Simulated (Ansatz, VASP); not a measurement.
**BN in VASP and in Ansatz**

INCAR

```
SYSTEM = BN
PREC = Accurate
ENCUT = 520
EDIFF = 1E-6
ISMEAR = 0
SIGMA = 0.05
LREAL = .FALSE.
LASPH = .TRUE.
NELM = 80
ALGO = Normal
ISIF = 2
LWAVE = .FALSE.
LCHARG = .FALSE.
GGA = PS
NBANDS = 16
```

KPOINTS

```
regular mesh
0
G
  12 12 4
  0 0 0
```

File POSCAR:

```
BN
1.0
    2.6461925225      0.0000000000      0.0000000000
   -1.3230962613      2.2916699477      0.0000000000
    0.0000000000      0.0000000000      6.7504371248
B N
2 2
Direct
    0.3333333333      0.6666666667      0.2500000000
    0.6666666667      0.3333333333      0.7500000000
    0.3333333333      0.6666666667      0.7500000000
    0.6666666667      0.3333333333      0.2500000000
```

Input for Ansatz:

```yaml
crystal:
  lattice:
    - [2.6461925225, 0.0, 0.0]
    - [-1.3230962613, 2.2916699477, 0.0]
    - [0.0, 0.0, 6.7504371248]
  atoms:
    - { symbol: B, position: [0.3333333333, 0.6666666667, 0.25] }
    - { symbol: B, position: [0.6666666667, 0.3333333333, 0.75] }
    - { symbol: "N", position: [0.3333333333, 0.6666666667, 0.75] }
    - { symbol: "N", position: [0.6666666667, 0.3333333333, 0.25] }
basis:
  ecutwfc: 520.0
kpoints:
  mp_grid: { grid: [12, 12, 4] }
hamiltonian:
  xc: pbesol
  pseudopotentials: { kind: paw, azcp: { folder: soft_1 } }
scf:
  occupations: { method: gaussian, width: 0.05 }
output:
  forces: true
  stress: true
  eigenvalues: true
```

Alike in both runs: task single point; functional PBEsol; k mesh 12 × 12 × 4; occupations gaussian, width 0.05 eV; no spin polarisation.

```csv
,VASP,Ansatz
version,VASP 6.6.1,Ansatz 0.2.0
potentials or method,"VASP PAW PBE potentials, release 64 (B, N)","scalar-relativistic, plane waves, PAW"
plane-wave cutoff (eV),520,520
valence electrons in the cell,16,16
```

Ansatz gave:

```
gap on the k mesh at the Fermi level (eV) : 3.90
least direct gap on the mesh (eV)         : 4.17
```

What did VASP give for the same quantities?

gap on the k mesh at the Fermi level (eV): 3.89; least direct gap on the mesh (eV): 4.17.

The functional is the same, so the differences come from potentials, cutoffs and numerics. Ansatz warned: «pseudo_functional_mismatch».

 A k mesh can miss the band edges.
